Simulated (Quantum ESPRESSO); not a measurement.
HfN in Quantum ESPRESSO: the effect of functional

Crystal: HfN.

```
Hf N
1.0
     0.00000    2.25600    2.25600
     2.25600    0.00000    2.25600
     2.25600    2.25600    0.00000
Hf N
1 1
Direct
  0.00000 0.00000 0.00000
  0.50000 0.50000 0.50000
```

Alike in all runs:

- Program: Quantum ESPRESSO 7.5
- Task: phonon dispersion
- Cutoff: 612 eV
- Density cutoff: 4898 eV
- k mesh: 10 × 10 × 10
- Occupations: cold, width 0.2 eV
- Spin: no spin polarisation

Each run relaxes the cell or the atoms first.

Question: One run gave: relaxed volume 11.13 Å³/atom. Which functional did it use?
A. PBEsol
B. PBE
C. LDA

Answer: C.

```csv
functional,potentials or basis,relaxed volume (Å³/atom)
PBE,GBRV 1.5 PBE,11.71
LDA,GBRV 1.5 LDA,11.13
PBEsol,GBRV 1.5 PBEsol,11.37
```

Not every run made on this cell is shown here.
